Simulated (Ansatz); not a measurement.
# Ag (bcc): a workflow

Method: r²SCAN, scalar-relativistic; no spin polarisation; PAW, 500 eV, 18×18×18 k-mesh, Gaussian smearing of 0.05 eV; code Ansatz. The datasets are Ansatz's generated set soft_2.

At room temperature and ambient pressure Ag is fcc.

Starting cell:

```yaml
crystal:
  lattice:
    - [-1.62312, 1.62312, 1.62312]
    - [1.62312, -1.62312, 1.62312]
    - [1.62312, 1.62312, -1.62312]
  atoms:
    - { symbol: Ag, position: [0.00000, 0.00000, 0.00000] }
```

The first steps of the search for zero pressure:

```tsv
run	level	k-mesh	kind	V (Å³/atom)	P (GPa)	gap on the mesh (eV)
1	PBE, 420 eV	8×8×8	fixed cell	17.10	5.1	metal
2	PBE, 420 eV	8×8×8	fixed cell	17.68	1.5	metal
```

(1) At which volume does r²SCAN reach zero pressure?

Answer:

(1) 17.47 Å³/atom, about 2.1 % over the start.

The steps that followed:

```tsv
run	level	k-mesh	kind	V (Å³/atom)	P (GPa)	E − E(final) (meV/atom)	gap on the mesh (eV)
3	PBE, 420 eV	8×8×8	fixed cell	17.95	0.1	–	metal
4	r²SCAN	18×18×18	fixed cell	17.95	-2.5	3.9	metal
5	r²SCAN	18×18×18	fixed cell	17.65	-1.0	0.5	metal
6	r²SCAN	18×18×18	fixed cell	17.47	0.0	0.0	metal
```

The final structure (symmetry read at 0.01 Å). Symmetry: Im-3m, No. 229, cubic system. The conventional cell has a = 3.269 Å, b = 3.269 Å, c = 3.269 Å, α = 90.00°, β = 90.00°, γ = 90.00°. Ag (site symmetry m-3m) has 8 Ag at 2.83 Å as nearest neighbours. (Shells end 15 % past the nearest neighbour.)

```
atom  site  symmetry       x       y       z
  Ag    2a      m-3m  0.0000  0.0000  0.0000
```

- At the final geometry the gap, band path included, is zero (metallic).

**Why it comes out so.**

With 19 valence electrons in the calculation's cell and no magnetic order, the bands, two electrons each, can't all be full or empty: band theory demands a metal.
